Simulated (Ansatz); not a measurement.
BN built on the zincblende prototype, relaxed with r2SCAN, was run in Ansatz under altered settings. All numbers are computed, without spin polarisation but where a row says otherwise.

```yaml
crystal:
  lattice:
    - [0.00000, 1.80483, 1.80483]
    - [1.80483, 0.00000, 1.80483]
    - [1.80483, 1.80483, 0.00000]
  atoms:
    - { symbol: B, position: [0.00000, 0.00000, 0.00000] }
    - { symbol: N, position: [0.25000, 0.25000, 0.25000] }
```

The base run's other keys:
```yaml
kpoints:
  mp_grid: { grid: [6, 6, 6] }
hamiltonian:
  xc: hse06
scf:
  occupations: { method: fixed }
  n_extra_bands: 4
```

It takes 11 iterations with 259 plane waves at 420 eV and 16 k points, and leaves a mean stress of -4.37 GPa. The gap over this mesh is 5.795 eV.

Outcomes, with energy and stress as changes against the base:
```csv
setting,outcome,ΔF (meV/atom),Δ mean stress (GPa),gap on the mesh (eV),iterations
"PBE hybrid, exx coeff 0.1, omega 0.5 1/Å",converged,–,+6.0,4.756,10
scf.exx.max_outer_iter: 2,converged,0.0,0.0,5.795,13
"PBE hybrid, exx coeff 0.35, unscreened",converged,–,-3.4,7.416,11
"PBE hybrid, exx coeff 0.75, omega 0.1 1/Å",converged,–,-17.3,9.647,18
"kpoints.mp_grid.grid: [1, 1, 8]","converged, warned",+5835,+119.5,9.466,13
scf.max_iter: 1,not converged,–,–,–,1
```
A dash marks a value that wasn't obtained or can't be compared. Stress is positive in compression. Its mean hides that meshes of lower symmetry stress the axes unequally.

- PBE hybrid, exx coeff 0.1, omega 0.5 1/Å. That is 10 % exact exchange, screened with ω = 0.5 1/Å, against HSE06's 25 % screened at 0.208 1/Å. The mean stress moves by +6.0 GPa and the gap on the mesh by -1.039 eV (to 4.756). Totals of different functionals aren't comparable.
- PBE hybrid, exx coeff 0.35, unscreened. That is 35 % exact exchange, at all ranges, against HSE06's 25 % screened at 0.208 1/Å. The mean stress moves by -3.4 GPa and the gap on the mesh by +1.620 eV (to 7.416). Totals of different functionals aren't comparable.
- PBE hybrid, exx coeff 0.75, omega 0.1 1/Å. That is 75 % exact exchange, screened with ω = 0.1 1/Å, against HSE06's 25 % screened at 0.208 1/Å. The mean stress moves by -17.3 GPa and the gap on the mesh by +3.852 eV (to 9.647). Totals of different functionals aren't comparable. The program warns that on this mesh the truncation of the exchange isn't bounded, so part of the change can be an error of the mesh.
- kpoints.mp_grid.grid: [1, 1, 8]. The free energy moves by +5835 meV an atom, the mean stress by +119.5 GPa and the gap on the mesh by +3.671 eV (to 9.466). The mesh breaks the crystal's symmetry, so the stress, and any force that symmetry no longer fixes, lose it too. The gap changes mostly because other points are sampled; a mesh that misses a band edge overestimates it. The mesh is too coarse. Warned: symmetry narrowed by mesh.
- scf.max_iter: 1. No converged result was reached. It stopped after 1 iteration; the base needs 11. Nothing that it printed is a property of the solid. Error: did not converge after 1 iteration: dr2 = 1.63e-4 (threshold 1.00e-7), under the density mixer `msr1`, which `scf.mixing.algorithm: auto` chose by the deck's other keys (type `scf.mixing.algorithm: msr1` to keep it); this SCF is the semilocal warm-up of a hybrid solve, ahead of its exchange loop […]

Within 1 meV an atom, 0.1 GPa and 0.005 eV of the base stay: scf.exx.max_outer_iter: 2.

The program warns that its thresholds are loose for a hybrid's stress.

The meshes of the hybrids are coarse, so their gaps aren't converged to the digits shown.
